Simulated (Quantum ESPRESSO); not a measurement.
## MgO under changes of volume

One of the cells (9.221 Å³/atom); the others are scaled copies at fixed shape and fractional positions:

```
Mg O
1.0
     0.00000    2.09700    2.09700
     2.09700    0.00000    2.09700
     2.09700    2.09700    0.00000
Mg O
1 1
Direct
  0.00000 0.00000 0.00000
  0.50000 0.50000 0.50000
```

The cell is a database's computed one.

| Quantity | Value |
| --- | --- |
| Program | Quantum ESPRESSO 7.5 |
| Functional | r2SCAN |
| Potentials or basis | SG15 PBE 1.2 |
| Cutoff | 1197 eV |
| Density cutoff | 4789 eV |
| k mesh | 8 × 8 × 8 |
| Occupations | fermi-dirac, width 0.05 eV |
| Spin | no spin polarisation |

```tsv
volume (Å³/atom)	energy over the lowest point (meV/atom)	pressure (GPa)	gap on the mesh (eV)
8.668	?	?	?
8.853	16.07	10.3	6.09
9.037	6.37	6.2	5.87
9.221	1.17	2.5	5.66
9.406	0.00	-0.9	5.46
9.590	2.51	-3.9	5.27
9.775	8.34	-6.6	5.09
```

Question: What does the run at 8.668 Å³/atom give?

Answer: Energy over the lowest point 30.73 meV/atom; pressure 14.8 GPa; gap on the mesh 6.32 eV.

Worked out: A Birch-Murnaghan fit of order 3 (a polynomial in V^(-2/3)) to the other rows has its minimum at 9.37 Å³/atom with B0 = V·E''(V) = 165 GPa and B' = 4.3. It gives 30.84 meV/atom at 8.668 Å³/atom, against the run's 30.73, and -dE/dV = 15.1 GPa, against 14.8. A straight line through the other rows of the gap, of slope -10.1 eV per unit of ln V (its deformation potential), extrapolates to 6.29 eV, against the run's 6.32.

Energies are extrapolated to zero smearing.

Caveats: the potentials were made for another functional, which shifts forces and pressure.
